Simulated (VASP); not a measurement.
Crystal: InSe.

```xyz
4
Lattice="2.0000 1.1547 8.4400 -2.0000 1.1547 8.4400 0.0000 -2.3094 8.4400" Properties=species:S:1:pos:R:3 pbc="T T T"
In    0.0378    0.0269   22.5173
In   -0.0315   -0.0640   -0.0407
Se   -0.0222   -0.0344    4.3095
Se    0.0283   -0.0169    9.6728
```

The cell isn't the ideal one: atoms moved at random, drawn with an rms of 0.05 Å.

Base run:

| Property | Result |
| --- | --- |
| Program | VASP 6.6.1 |
| Functional | PBEsol |
| Potentials or basis | VASP PAW PBE potentials, release 64 (In_d, Se) |
| Cutoff | 520 eV |
| k mesh | 8 × 8 × 8 |
| Occupations | fermi-dirac, width 0.05 eV |
| Spin | no spin polarisation |

Its results: band gap on the k mesh 0.43 eV, direct; pressure 0.0 GPa; largest force 0.453 eV/Å.

**Question.** The run is repeated on the same cell with these changes: functional from PBEsol to PBE. What comes out?

**Answer.** Band gap on the k mesh 0.53 eV, direct; pressure 2.6 GPa; largest force 0.515 eV/Å.

PBE binds less tightly than PBEsol, so the same cell stands under more pressure.

Caveats: spin-orbit coupling is left out, which moves the levels of the heavy elements; the PAW data sets were made with another functional, which shifts forces and pressure a little (some runs).

A k mesh can miss the band edges.
